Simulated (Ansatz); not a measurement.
Crystal: MnSi.

```
Mn Si
1.0
     0.00000    2.52722    2.52722
     2.52722    0.00000    2.52722
     2.52722    2.52722    0.00000
Mn Si
1 1
Direct
  0.00000 0.00000 0.00000
  0.25000 0.25000 0.25000
```

The cell was built by a generator and needn't be a form met in nature.

| Item | Value |
| --- | --- |
| Program | Ansatz 0.2.0 |
| Task | single point |
| Functional | PBE |
| Potentials or basis | all-electron LAPW, scalar-relativistic |
| Cutoff | 341 eV (chosen from the basis error) |
| Basis error allowed | 0.001 eV/atom |
| k mesh | 9 × 9 × 9 |
| Occupations | fermi-dirac, width 0.05 eV |
| Spin | collinear spin, ferromagnetic start |
| Starting moments | [4.0, 0.0] μB |

On this cell: pressure 19.0 GPa; largest force zero by symmetry; net moment 2.04 μB per cell; site moments Mn +2.15; Si -0.10 μB; band gap on the k mesh none (metal or under the smearing width).

The same run follows on a disturbed copy (atoms moved at random, drawn with an rms of 0.05 Å):

```
CELL_PARAMETERS angstrom
0.00000 2.52722 2.52722
2.52722 0.00000 2.52722
2.52722 2.52722 0.00000
ATOMIC_POSITIONS crystal
Mn 0.01328 0.00006 0.99645
Si 0.25098 0.25140 0.24442
```

Task: What does the disturbed cell give?

Result: The energy (extrapolated to zero smearing) moves by +7.4 meV/atom; pressure 19.1 GPa; largest force 0.655 eV/Å; net moment 2.04 μB per cell; site moments Mn +2.14; Si -0.10 μB; band gap on the k mesh none (metal or under the smearing width).

Forces in eV/Å, atoms in the order of the input:
```
Mn  -0.071 -0.516 -0.397
Si   0.071  0.516  0.397
```

Stress tensor (GPa, compression positive):
```
19.26  2.87  3.75
 2.87 19.02  0.32
 3.75  0.32 19.12
```

Caveats: so large a pressure means that the cell lies far from this level's equilibrium, or that cutoff or potentials fall short (some runs).
